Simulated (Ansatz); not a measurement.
The guess for Al was made by a generator: one element on all sites of the K type (Pnma, No. 62). The dimensions are guesses.

```cif
data_structure
_symmetry_space_group_name_H-M 'P 1'
_symmetry_Int_Tables_number 1
_cell_length_a 6.3929
_cell_length_b 3.2102
_cell_length_c 6.4547
_cell_angle_alpha 90.000
_cell_angle_beta 90.000
_cell_angle_gamma 90.000
_cell_volume 132.47
loop_
_atom_site_label
_atom_site_type_symbol
_atom_site_fract_x
_atom_site_fract_y
_atom_site_fract_z
_atom_site_occupancy
Al1 Al 0.02986 0.25000 0.66128 1
Al2 Al 0.52986 0.25000 0.83872 1
Al3 Al 0.97014 0.75000 0.33872 1
Al4 Al 0.47014 0.75000 0.16128 1
Al5 Al 0.15367 0.25000 0.06765 1
Al6 Al 0.65367 0.25000 0.43235 1
Al7 Al 0.84633 0.75000 0.93235 1
Al8 Al 0.34633 0.75000 0.56765 1
```

The calculation used Ansatz 0.2.0, DFT PBE, scalar-relativistic, plane waves, PAW. Cutoff 420 eV, Gaussian smearing, Γ-centred meshes. Cell and atoms relax first on a coarse mesh and then on a finer one. In between, the cell is made exact in the group found at 0.06 Å. In metals the finer mesh still leaves noise of several meV/atom or more. The steps can't lower the symmetry of their start. No spin polarisation.

A guess keeps its type if space group and coordination stay and the shape of the cell changes little (axis ratios within about 15 %, angles within 6°); the volume may change.

**Question.** Does it keep its structure type, or change into something else?

**Answer.** It doesn't keep its type. The symmetry goes from Pnma (No. 62) to Cmcm (No. 63), and the primitive cell from 8 to 4 atoms. The volume per atom grows by 4.7 %, from 16.6 to 17.3 Å³. The shortest distance goes from 2.65 Å (Al–Al) to 2.74 Å (Al–Al). Counting neighbours within 15 % of an atom's shortest distance, the start has Al 8 and the end Al 10/12. In detail, at the end around Al on a site of symmetry 2/m lie 10 Al at 2.74–2.84 Å; around Al on a site of symmetry m2m lie 8 Al at 2.79–2.84 Å and 4 Al at 3.11 Å.

```xyz
4
Lattice="1.4133 -4.4804 0.0000 1.4133 4.4804 0.0000 0.0000 0.0000 5.4784" Properties=species:S:1:pos:R:3 pbc="T T T"
Al    1.4133    0.0000    0.0000
Al    1.4133    0.0000    2.7392
Al    1.4133    2.4279    1.3696
Al    1.4133   -2.4279    4.1088
```

The last run used an 8×14×4 mesh (in the run's order of axes) for its 8-atom cell and Gaussian smearing of 0.10 eV. A structure relaxed within its symmetry needn't be a true minimum. Another cell of Al relaxed alike, in Fm-3m, lies 71 meV/atom lower, so this cell isn't the stable form at this level.

In counts of neighbours, a slash parts the counts of unlike sites.
